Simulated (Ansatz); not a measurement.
# Ta2CF2 MXene monolayer in a perpendicular field

What dipole does a perpendicular field induce in the Ta2CF2 MXene monolayer? A positive field points along +c.

Calculated with Ansatz 0.2.0; plane-wave DFT, PBE-D3(BJ), Ansatz PAW, in the first sound run; inputs show where later runs differ.

**1. Set-up**

The cell holds 5 atoms: 2 F, 2 Ta and 1 C. Its edges and angles: a = 3.226 Å, b = 3.226 Å, c = 39.986 Å, α = 90.0°, β = 90.0°, γ = 120.0°. Vacuum lies along c.

**2. Relaxation**

The starting cell is a guess, so the in-plane lattice and the atoms are relaxed first, with the slab cut off from its images along the normal.

input.yaml reads:

```yaml
crystal:
  lattice:
    - [3.22608, 0.0, 0.0]
    - [-1.61304, 2.7938672346, 0.0]
    - [0.0, 0.0, 39.9857500326]
  atoms:
    - { symbol: F, position: [0.3333333333, 0.6666666667, 0.4439081419] }
    - { symbol: Ta, position: [0.6666666667, 0.3333333333, 0.4681655285] }
    - { symbol: C, position: [0.0, 0.0, 0.5] }
    - { symbol: Ta, position: [0.3333333333, 0.6666666667, 0.5318344715] }
    - { symbol: F, position: [0.6666666667, 0.3333333333, 0.5560918581] }
  periodic: [true, true, false]
kpoints:
  mp_grid: { grid: [12, 12, 1] }
hamiltonian:
  xc: pbe
  dispersion: d3bj
scf:
  occupations: { method: fermi_dirac, width: 0.05 }
  convergence: { dr2_threshold: 1.0e-09 }
relax:
  f_tol: 0.004
  max_steps: 90
  cell: {}
output:
  write_potential: true
  write_density: true
  volumetric_format: npy
```

Launch:

```
$ ansatz run input.yaml --threads 4 --pin off --max-ram 6144MiB --backend cpu --events-out ev --progress --plain --runs-dir out
```

Numbers of over 12 decimals in the logs are rounded to 6 here.

The log of the run:

```text
Warning: relax.cell: scf.convergence.dr2_threshold = 1e-9 eV is looser than the 2.382802411e-10 eV advised for a relaxation that steers and ends on the stress (1e-10 eV for each atom of the cell: 5, times the square of relax.cell.stress_2d_tol = 0.05 N/m over 14.5 Å (the atoms' height at the walk's start and 5 Å past either face), 3.452e-2 GPa, over a crystal's default 0.05). What an SCF threshold leaves in a stress goes as its square root, and in the free energy as the threshold itself, and one threshold admits the most on a small cell: [figures from the program's tests cut] Set scf.convergence.dr2_threshold to 2.382802411e-10 eV or tighter. [rest of the remark cut]
Engine: ansatz 0.2.0, aarch64-unknown-linux-gnu
Pseudopotentials: kind: paw
Pseudopotential: F, paw, valence charge 7, recommended cutoff 420 eV (normal), F.paw.azcp
Pseudopotential: Ta, paw, valence charge 13, recommended cutoff 420 eV (normal), Ta.paw.azcp
Pseudopotential: C, paw, valence charge 4, recommended cutoff 420 eV (normal), C.paw.azcp
Functional definition: PBE
  parameter kappa = 0.804
  parameter beta = 0.066725
  exchange = pbe_x(kappa = kappa, mu = beta*pi^2/3)
  correlation = pbe_c(beta = beta)
Crystal: 5 atoms, lattice volume = 360.401 Å³
Basis set: ecut = 420 eV, 7177 PW (Γ), exchange–correlation on 48×48×540 points (8 copies of the dense FFT grid, shifted against one another)
Bands: 27, of which v1, the nominal top of the filled ones, is band 22 counted from 1 (21 counted from 0)
Symmetry: 12 space group operations
Space group: P-3m1 (ITA 164), of the structure as read, at distance tolerance 7.1e-5 Å
k-points: 19 of 144
Non-local potential: F, projectors of the file, l = 0: 2, l = 1: 2, l = 2: 1
Non-local potential: Ta, projectors of the file, l = 0: 3, l = 1: 2, l = 2: 2, l = 3: 1
Non-local potential: C, projectors of the file, l = 0: 2, l = 1: 2, l = 2: 1
PAW form: soft (Blöchl's): semilocal exchange-correlation on the pseudo side does not see the compensation charge
PAW one-centre angular grid: F, 110 points (default); XC on 64 Gauss nodes
PAW one-centre angular grid: Ta, 590 points (default); XC on 64 Gauss nodes
PAW one-centre angular grid: C, 110 points (default); XC on 64 Gauss nodes
Initial density: superposition of atomic densities (neutral atoms: chi_scale 0, normalization atom), corrected by the library's trained network
Initial wavefunctions: pseudopotential atomic-orbital guess
Functional: x = pbe(κ = 0.804, μ = 0.219515), c = pbe(β = 0.066725)
SCF iter   1: F=—  HF=-21732.765744 eV  |F-HF|=—  |Δ(HF+E_count)|=         —  Δρ=3.16e-3  dr2=2.16e-1  ethr=1.77e-3  ⟨swp⟩=13.0  Hψ=3868  notcnv=0
preconditioner: auto → LDOS  [metal: Δε(μ)=0.093 eV  Ē_g=8.852 eV  σ=0.050 eV  W_gap=0.42  n_scr=24 (ndim 8)  ℏωp=9.6 eV  f_vac=0.809  D(μ)=3.97/eV (n_scr^D=16)  β→1.0]
SCF iter   2: F=—  HF=-21732.742478 eV  |F-HF|=—  |Δ(HF+E_count)|=   2.33e-2  Δρ=2.55e-3  dr2=2.68e-2  ethr=4.90e-4  ⟨swp⟩=4.7  Hψ=1384  notcnv=0
SCF iter   3: F=—  HF=-21732.740192 eV  |F-HF|=—  |Δ(HF+E_count)|=   2.29e-3  Δρ=1.00e-3  dr2=1.85e-2  ethr=6.10e-5  ⟨swp⟩=3.2  Hψ=1210  notcnv=0
SCF iter   4: F=—  HF=-21732.739494 eV  |F-HF|=—  |Δ(HF+E_count)|=   6.98e-4  Δρ=4.85e-4  dr2=5.83e-3  ethr=4.20e-5  ⟨swp⟩=2.6  Hψ=781  notcnv=0
SCF iter   5: F=—  HF=-21732.739134 eV  |F-HF|=—  |Δ(HF+E_count)|=   3.60e-4  Δρ=1.72e-4  dr2=3.03e-4  ethr=1.33e-5  ⟨swp⟩=3.5  Hψ=1005  notcnv=0
SCF iter   6: F=—  HF=-21732.739320 eV  |F-HF|=—  |Δ(HF+E_count)|=   1.86e-4  Δρ=4.38e-5  dr2=2.50e-5  ethr=6.90e-7  ⟨swp⟩=3.8  Hψ=1182  notcnv=0
SCF iter   7: F=—  HF=-21732.739425 eV  |F-HF|=—  |Δ(HF+E_count)|=   1.05e-4  Δρ=2.25e-5  dr2=2.86e-6  ethr=5.68e-8  ⟨swp⟩=3.9  Hψ=1170  notcnv=0
SCF iter   8: F=—  HF=-21732.739308 eV  |F-HF|=—  |Δ(HF+E_count)|=   1.17e-4  Δρ=6.02e-6  dr2=1.80e-7  ethr=6.49e-9  ⟨swp⟩=3.4  Hψ=1053  notcnv=0
SCF iter   9: F=—  HF=-21732.739309 eV  |F-HF|=—  |Δ(HF+E_count)|=   3.86e-7  Δρ=2.61e-6  dr2=1.76e-8  ethr=4.08e-10  ⟨swp⟩=3.3  Hψ=1142  notcnv=0
SCF iter  10: F=—  HF=-21732.739309 eV  |F-HF|=—  |Δ(HF+E_count)|=   4.15e-8  Δρ=7.76e-7  dr2=1.53e-9  ethr=4.00e-11  ⟨swp⟩=3.6  Hψ=1287  notcnv=0
SCF iter  11: F=-21732.739309 eV  HF=-21732.739309 eV  |F-HF|=2.62e-10  |Δ(HF+E_count)|=   4.47e-9  Δρ=1.23e-7  dr2=5.14e-11  ethr=2.27e-12  ⟨swp⟩=13.5  Hψ=4669  notcnv=0
SCF 1 converged in 11 iterations: F = -21732.739309 eV  dr2 = 5.14e-11
  greatest PAW one-centre occupation: 0.999 electrons in one spin orbital (limit 2), on the Ta atom at site 3 (counted from 0), in its partial waves of l = 0
relax step   1: F+E_penalty+E_count = -21732.73930856 eV  Δ(F+E_penalty+E_count) = +0.000e0 eV  max|allowed force component| = 7.779e0 eV/Å  Δτ_max = 0.0000 Å  P = +7.108 N/m  Ω = 360.401 Å³  fix = [c, alpha, beta]  reactions: c +0.000 N/m  (11 SCF iters, accepted)
Crystal: 5 atoms, lattice volume = 360.399 Å³
Initial density: handed on by an earlier stage of this run
Initial wavefunctions: those handed on with the density
iter 1 solved again at ethr=8.77e-4 eV; its pass at ethr=3.10e-3 eV (dr2=3.86e-1 eV) is discarded
SCF iter   1: F=—  HF=-21735.289401 eV  |F-HF|=—  |Δ(HF+E_count)|=         —  Δρ=1.02e-2  dr2=3.91e-1  ethr=8.77e-4  ⟨swp⟩=2.0  Hψ=4607  notcnv=0  defer=1
preconditioner: auto → LDOS  [metal: Δε(μ)=0.075 eV  Ē_g=8.996 eV  σ=0.050 eV  W_gap=0.33  n_scr=24 (ndim 8)  ℏωp=9.6 eV  f_vac=0.816  D(μ)=1.15/eV (n_scr^D=8)  β→1.0]
SCF iter   2: F=—  HF=-21735.263399 eV  |F-HF|=—  |Δ(HF+E_count)|=   2.60e-2  Δρ=6.55e-3  dr2=2.51e-1  ethr=8.77e-4  ⟨swp⟩=4.4  Hψ=1296  notcnv=0
SCF iter   3: F=—  HF=-21735.206613 eV  |F-HF|=—  |Δ(HF+E_count)|=   5.68e-2  Δρ=1.45e-3  dr2=1.11e-2  ethr=5.70e-4  ⟨swp⟩=3.9  Hψ=1266  notcnv=0
SCF iter   4: F=—  HF=-21735.206028 eV  |F-HF|=—  |Δ(HF+E_count)|=   5.86e-4  Δρ=3.95e-4  dr2=6.31e-4  ethr=2.52e-5  ⟨swp⟩=3.2  Hψ=1057  notcnv=0
SCF iter   5: F=—  HF=-21735.205894 eV  |F-HF|=—  |Δ(HF+E_count)|=   1.34e-4  Δρ=1.22e-4  dr2=3.52e-5  ethr=1.43e-6  ⟨swp⟩=3.5  Hψ=1186  notcnv=0
SCF iter   6: F=—  HF=-21735.205812 eV  |F-HF|=—  |Δ(HF+E_count)|=   8.21e-5  Δρ=3.02e-5  dr2=3.24e-6  ethr=8.01e-8  ⟨swp⟩=3.7  Hψ=1247  notcnv=0
SCF iter   7: F=—  HF=-21735.205693 eV  |F-HF|=—  |Δ(HF+E_count)|=   1.19e-4  Δρ=1.01e-5  dr2=1.99e-7  ethr=7.37e-9  ⟨swp⟩=3.3  Hψ=1064  notcnv=0
SCF iter   8: F=—  HF=-21735.205694 eV  |F-HF|=—  |Δ(HF+E_count)|=   1.02e-6  Δρ=4.00e-6  dr2=3.43e-8  ethr=4.51e-10  ⟨swp⟩=3.5  Hψ=1231  notcnv=0
SCF iter   9: F=—  HF=-21735.205694 eV  |F-HF|=—  |Δ(HF+E_count)|=   2.97e-8  Δρ=9.77e-7  dr2=2.26e-9  ethr=7.79e-11  ⟨swp⟩=3.7  Hψ=1164  notcnv=0
[...]
SCF iter   8: F=—  HF=-21735.483589 eV  |F-HF|=—  |Δ(HF+E_count)|=   7.78e-8  Δρ=1.12e-6  dr2=3.50e-9  ethr=2.04e-10  ⟨swp⟩=2.7  Hψ=941  notcnv=0  defer=2
SCF iter   9: F=-21735.483589 eV  HF=-21735.483589 eV  |F-HF|=3.01e-9  |Δ(HF+E_count)|=   6.53e-8  Δρ=3.46e-7  dr2=3.07e-10  ethr=2.27e-12  ⟨swp⟩=15.2  Hψ=5112  notcnv=0
SCF 3 converged in 9 iterations: F = -21735.483589 eV  dr2 = 3.07e-10
relax step   3: F+E_penalty+E_count = -21735.48358923 eV  Δ(F+E_penalty+E_count) = -2.779e-1 eV  max|allowed force component| = 1.134e0 eV/Å  Δτ_max = 0.1986 Å  P = +1.657 N/m  Ω = 350.110 Å³  energy of the carried Pulay correction = +5.396e-3 eV  fix = [c, alpha, beta]  reactions: c +0.000 N/m  (9 SCF iters, accepted)
[...]
relax step   4: F+E_penalty+E_count = -21735.50543889 eV  Δ(F+E_penalty+E_count) = -2.185e-2 eV  max|allowed force component| = 3.364e-1 eV/Å  Δτ_max = 0.0339 Å  P = -1.254 N/m  Ω = 351.853 Å³  energy of the carried Pulay correction = +4.471e-3 eV  fix = [c, alpha, beta]  reactions: c -0.000 N/m  (9 SCF iters, accepted)
[...]
relax step   5: F+E_penalty+E_count = -21735.51097565 eV  Δ(F+E_penalty+E_count) = -5.537e-3 eV  max|allowed force component| = 1.100e-2 eV/Å  Δτ_max = 0.0157 Å  P = +0.098 N/m  Ω = 350.880 Å³  energy of the carried Pulay correction = +4.987e-3 eV  fix = [c, alpha, beta]  reactions: c +0.000 N/m  (8 SCF iters, accepted)
[...]
relax step   6: F+E_penalty+E_count = -21735.51095176 eV  Δ(F+E_penalty+E_count) = +2.389e-5 eV  max|allowed force component| = 2.014e-2 eV/Å  Δτ_max = 0.0027 Å  P = -0.011 N/m  Ω = 350.930 Å³  energy of the carried Pulay correction = +4.960e-3 eV  fix = [c, alpha, beta]  reactions: c -0.000 N/m  (6 SCF iters, accepted)
[...]
relax step   7: F+E_penalty+E_count = -21735.51095026 eV  Δ(F+E_penalty+E_count) = +1.508e-6 eV  max|allowed force component| = 1.226e-4 eV/Å  Δτ_max = 0.0014 Å  P = -0.001 N/m  Ω = 350.973 Å³  energy of the carried Pulay correction = +4.937e-3 eV  fix = [c, alpha, beta]  reactions: c -0.000 N/m  (5 SCF iters, accepted)
[...]
relax step   8: F+E_penalty+E_count = -21735.50650780 eV  Δ(F+E_penalty+E_count) = +4.442e-3 eV  max|allowed force component| = 4.401e-4 eV/Å  Δτ_max = 0.0000 Å  P = -0.093 N/m  Ω = 350.973 Å³  fix = [c, alpha, beta]  reactions: c -0.000 N/m  stress off target by 9.25e-2 N/m on what of the cell is left free  SCF on the basis re-selected at this cell (its energy is not comparable with the rows above)  (5 SCF iters)
[...]
relax step   9: F+E_penalty+E_count = -21735.50666876 eV  Δ(F+E_penalty+E_count) = -1.610e-4 eV  max|allowed force component| = 2.048e-3 eV/Å  Δτ_max = 0.0009 Å  P = -0.005 N/m  Ω = 350.729 Å³  energy of the carried Pulay correction = +1.415e-4 eV  fix = [c, alpha, beta]  reactions: c -0.000 N/m  (5 SCF iters, accepted)
iter 1 solved again at ethr=1.11e-7 eV; its pass at ethr=3.10e-3 eV (dr2=4.89e-5 eV) is discarded
SCF iter   1: F=—  HF=-21735.506531 eV  |F-HF|=—  |Δ(HF+E_count)|=         —  Δρ=2.81e-6  dr2=4.72e-9  ethr=1.11e-7  ⟨swp⟩=7.9  Hψ=6705  notcnv=0
eigensolver tolerance schedule: the retry pair's looser diagonalisation over-reported the residual by 10358.90 of it (diagonalisation noise at 0.59 of the residual, at the tolerance the schedule requests for it); recorded, not acted on — ethr = c·dr2/N_el stays at c = 1.0e-1
SCF iter   2: F=—  HF=-21735.506540 eV  |F-HF|=—  |Δ(HF+E_count)|=   8.93e-6  Δρ=2.39e-6  dr2=1.10e-8  ethr=1.07e-11  ⟨swp⟩=7.1  Hψ=2405  notcnv=0
SCF iter   3: F=-21735.506540 eV  HF=-21735.506540 eV  |F-HF|=4.54e-9  |Δ(HF+E_count)|=   2.76e-9  Δρ=3.51e-7  dr2=1.37e-10  ethr=2.27e-12  ⟨swp⟩=17.0  Hψ=5783  notcnv=0
SCF 10 converged in 3 iterations: F = -21735.506540 eV  dr2 = 1.37e-10
relax step  10: F+E_penalty+E_count = -21735.50654014 eV  Δ(F+E_penalty+E_count) = +1.286e-4 eV  max|allowed force component| = 2.064e-3 eV/Å  Δτ_max = 0.0000 Å  P = -0.008 N/m  Ω = 350.729 Å³  fix = [c, alpha, beta]  reactions: c -0.000 N/m  stress off target by 7.92e-3 N/m on what of the cell is left free  SCF on the basis re-selected at this cell (its energy is not comparable with the rows above)  (3 SCF iters)
basis re-selected at this cell: Δ(F+E_penalty+E_count) = +1.286e-4 eV, ΔP = -0.002 N/m vs the last step (what re-selecting the basis moved, of the pressure what is left beyond the Pulay correction that the steps carried, after the strain that the cell walked since its last selection, with what the two solves' SCF thresholds leave and, on support functions, any second-order correction that the steps lacked; it is no m [...]
WARN: The output density's exchange-correlation potential varies sharply where the density is thin. Do not read a vacuum level from v_tot or v_xc, or from such a field of the output density. On a cell that repeats whose density bears no net charge and no dipole along the vacuum's axis use v_es (v_loc + v_h of the components); under efield.dipole_correction with no amplitude use v_es + v_field, which holds any externa [...]
SCF converged after 3 iterations
Free energy (F): -21735.506540 eV
Harris-Foulkes:  -21735.506540 eV  (|F-HF|=4.54e-9)
Internal energy: -21735.497511 eV  (E = F + TS)
E sigma→0 (E₀):  -21735.502026 eV
Entropy (-TS):   -0.009029 eV (-1.806 meV/atom)
Fermi energy:    -3.789418 eV
--- Per-component energies (eV) ---
  E_band       = -1141.252047
  E_kinetic    = 1239.847953
  E_local      = -162813.461688  (includes V_loc(G=0)·N_el)
  E_nonlocal   = 203.906658
  E_hartree    = 80634.337569
  E_xc         = -646.409948
  E_vxc        = -674.654327  (∫ρ·V_xc dr)
  E_paw        = -17294.037732  (= ΣΔE_a)
  E_vpaw       = -365.570169  (= ΣTr[D̂ρ^β])
  E_aug_tail   = 0.004448  (compensation charges beyond the density's cutoff)
  E_ewald      = 76941.376657
  E_disp       = -1.061427  (pairwise vdW)
  E_smearing   = -0.009029  (= −TS)
  E_closure    = 0.000000  (closes the sum)
  Σ components = -21735.506540   (vs F -21735.506540, Δ=0.00e0)
--- Forces (eV/Å), atoms counted from 1 ---
  atom   1  F      0.00000000     0.00000000     0.00005223
  atom   2  Ta     0.00000000    -0.00000000    -0.00206390
  atom   3  C      0.00000000    -0.00000000     0.00000000
  atom   4  Ta     0.00000000     0.00000000     0.00206390
  atom   5  F      0.00000000    -0.00000000    -0.00005223
  max |Σ_I F_I| component: 4.63e-18 eV/Å
--- 2D stress c σ (N/m, compression-positive) ---
       -0.007916      -0.000000      -0.000000
        0.000000      -0.007916      -0.000000
       -0.000000      -0.000000      -0.000000
  P = ½ c Tr σ = -0.0079 N/m
--- Band table (eV; the first three rows and the last of 19) ---
  k-point 0: bands = [... 18 lower, -8.9951, -8.9951, -5.5628, -5.5628, -4.4425, -3.2271, -2.5087, -2.5087, ... 1 higher]
  k-point 1: bands = [... 18 lower, -9.2116, -9.0271, -5.8069, -5.4007, -4.4078, -2.9330, -2.7168, -2.5150, ... 1 higher]
  k-point 2: bands = [... 18 lower, -9.5685, -9.0785, -6.3347, -4.9407, -4.3223, -3.1150, -2.5558, -2.4057, ... 1 higher]
  k-point 18: bands = [... 18 lower, -10.0098, -8.9247, -5.0016, -4.4743, -4.4743, -1.8425, -1.7136, -1.7136, ... 1 higher]
  the weakly bound empty levels are not read free of the cell's end (no_gap_told)
--- Relaxed structure (8 steps of the walk, 8 accepted, 2 SCFs on fresh bases) ---
  F+E_penalty+E_count = -21735.50654014 eV   max|allowed force component| = 2.064e-3 eV/Å   (the final SCF, on the basis selected at the relaxed cell)
  cell:  # Å, volume = 350.7287 Å³
    - [3.182495, 0, 0]
    - [-1.591247, 2.756122, 0]
    - [0, 0, 39.9857500326]
  atoms:
    - { symbol: F, position: [0.333333, 0.666667, 0.437434] }
    - { symbol: Ta, position: [0.666667, 0.333333, 0.472641] }
    - { symbol: C, position: [0, 0, 0.5] }
    - { symbol: Ta, position: [0.333333, 0.666667, 0.527359] }
    - { symbol: F, position: [0.666667, 0.333333, 0.562566] }
```

Wall time 35 s (4 threads of Arm Neoverse V1, shared host); peak memory 0.75 GiB; 2.2 min of CPU time.

Step by step:

```tsv
step	energy less that of the first step (eV)	largest force component (eV/Å)	volume (Å³)
1	0.0000	7.7786	360.40
2	-2.4664	1.8406	360.40
3	-2.7443	1.1340	350.11
4	-2.7661	0.3364	351.85
5	-2.7717	0.0110	350.88
6	-2.7716	0.0201	350.93
7	-2.7716	0.0001	350.97
8*	-2.7672	0.0004	350.97
9	-2.7674	0.0020	350.73
10*	-2.7672	0.0021	350.73
```

Relaxation steps marked * repeat the geometry before them on a plane-wave basis chosen anew for their cell, so energy and pressure can jump there.

The run keeps the 12 symmetry operations that it works with, so distortions that break them were not tested.

```tsv
cell as run	before	after	change
a (Å)	3.226	3.182	-1.4 %
b (Å)	3.226	3.182	-1.4 %
```

The atoms that moved most (Å, along periodic axes as changes of fractional coordinates times the final cell, across vacuum about the mean position):

```tsv
atom	dx	dy	dz	length
F1	0.000	0.000	-0.259	0.259
F5	0.000	0.000	0.259	0.259
Ta4	0.000	0.000	-0.179	0.179
Ta2	0.000	0.000	0.179	0.179
```

Final coordinates:

```xyz
5
Lattice="3.1825 0.0000 0.0000 -1.5912 2.7561 0.0000 0.0000 0.0000 39.9858" Properties=species:S:1:pos:R:3
F     0.0000    1.8374   17.4911
Ta    1.5912    0.9187   18.8989
C     0.0000    0.0000   19.9929
Ta    0.0000    1.8374   21.0869
F     1.5912    0.9187   22.4946
```

Numbers from this step:

| Item | Value |
| --- | --- |
| energy at zero smearing | -21735.5020 eV |

The lattice constant a goes from 3.226 to 3.182 Å.

[end of part 1 of 4]

[Logs are printed without paths, hosts, clocks, repeated set-up lines and the standing remarks that a program may print on its own settings, such as how far it seeks lower states.]

[Hosts, paths, dates, database ids (printed as entryN), source tags and the programs' standing remarks are cut or masked in the printed files.]

[Maps of the electrostatic potential energy from Ansatz leave out the sawtooth potential of an applied field or a dipole correction, so their vacuum need not be flat; planar profiles and work functions include it.]
